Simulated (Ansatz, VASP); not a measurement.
**One calculation of Pd, two programs**

```
Pd
1.0
     0.00000    1.92258    1.92258
     1.92258    0.00000    1.92258
     1.92258    1.92258    0.00000
Pd
1
Direct
  0.00000 0.00000 0.00000
```

Alike in both runs: functional LDA; k mesh 8 × 8 × 8; occupations gaussian, width 0.1 eV; no spin polarisation.

Ansatz relaxed the structure, and its values are those at the end. VASP's run is a single point on that final structure, the one shown.

|  | VASP | Ansatz |
| --- | --- | --- |
| version | VASP 6.6.1 | Ansatz 0.2.0 |
| potentials or method | VASP PAW LDA potentials, release 64 (Pd) | scalar-relativistic, plane waves, PAW |
| plane-wave cutoff (eV) | 520 | 420 |
| valence electrons in the cell | 10 | 18 |

```tsv
	VASP	Ansatz	Ansatz less VASP
gap on the k mesh at the Fermi level (eV)	none	none	-
pressure (GPa)	0.2	-0.1	-0.35
```

A gap of «none» marks a metal or a gap that the smearing closes. The two sets of potentials don't hold the same shells in valence. Ansatz warned: «pseudo_functional_mismatch».
